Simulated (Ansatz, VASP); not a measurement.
**Ti in VASP and in Ansatz**

Contents of INCAR:

```
PREC = Accurate
ENCUT = 600
EDIFF = 1E-6
ISMEAR = -1
SIGMA = 0.05
LREAL = F
LASPH = T
NELM = 80
ALGO = Normal
ISIF = 3
LWAVE = F
LCHARG = F
GGA = B5
ALDAX = 1.0
AGGAX = 1.0
AGGAC = 1.0
ALDAC = 0.0
IBRION = 2
NSW = 60
EDIFFG = -0.01
```

File KPOINTS:

```
regular mesh
0
Gamma
  11 11 11
```

POSCAR

```
Ti
1.0
    0.0000000000      2.0300000000      2.0300000000
    2.0300000000      0.0000000000      2.0300000000
    2.0300000000      2.0300000000      0.0000000000
Ti
1
Direct
    0.0000000000      0.0000000000      0.0000000000
```

The input input.yaml:

```yaml
crystal:
  lattice:
    - [0.0, 2.03, 2.03]
    - [2.03, 0.0, 2.03]
    - [2.03, 2.03, 0.0]
  atoms:
    - { symbol: Ti, position: [0.0, 0.0, 0.0] }
hamiltonian:
  xc: blyp
  pseudopotentials: { kind: paw }
kpoints:
  mp_grid: { grid: [11, 11, 11] }
scf:
  occupations: { method: fermi_dirac, width: 0.05 }
output:
  forces: true
  stress: true
  eigenvalues: true
relax:
  f_tol: 0.01
  max_steps: 40
  cell: { stress_tol: 0.05 }
```

This isn't the form of Ti at room conditions, which is hcp.

Alike in both runs: task relaxation of cell and atoms; functional BLYP; k mesh 11 × 11 × 11; occupations fermi-dirac, width 0.05 eV; no spin polarisation.

|  | VASP | Ansatz |
| --- | --- | --- |
| version | VASP 6.6.1 | Ansatz 0.2.0 |
| potentials or method | VASP PAW PBE potentials, release 64 (Ti_sv) | Ansatz PAW |
| plane-wave cutoff (eV) | 600 | 420 |
| valence electrons in the cell | 12 | 12 |

```csv
,VASP,Ansatz,Ansatz less VASP
"gap on the k mesh at the Fermi level, each at its own relaxed structure (eV)",none,none,-
relaxed volume (Å³/atom),17.74,17.74,0.000
relaxed cell length with the largest relative difference (Å),2.928,2.928,0.0000
energy change over the relaxation (meV/atom),-20,-20,-0.3
```

A gap of «none» marks a metal or a gap that the smearing closes.

Caveats: the PAW data sets were made with another functional, which shifts forces and pressure a little (VASP); the plane-wave basis is chosen anew once the cell has moved, so the energies of steps on either side of that aren't comparable (Ansatz); the PAW data sets come from PBE, with cores solved anew for the run's functional, which leaves a small shift of forces and pressure (Ansatz). BLYP gives volumes clearly too large for solids. Zero-point motion and thermal expansion aren't in these numbers.
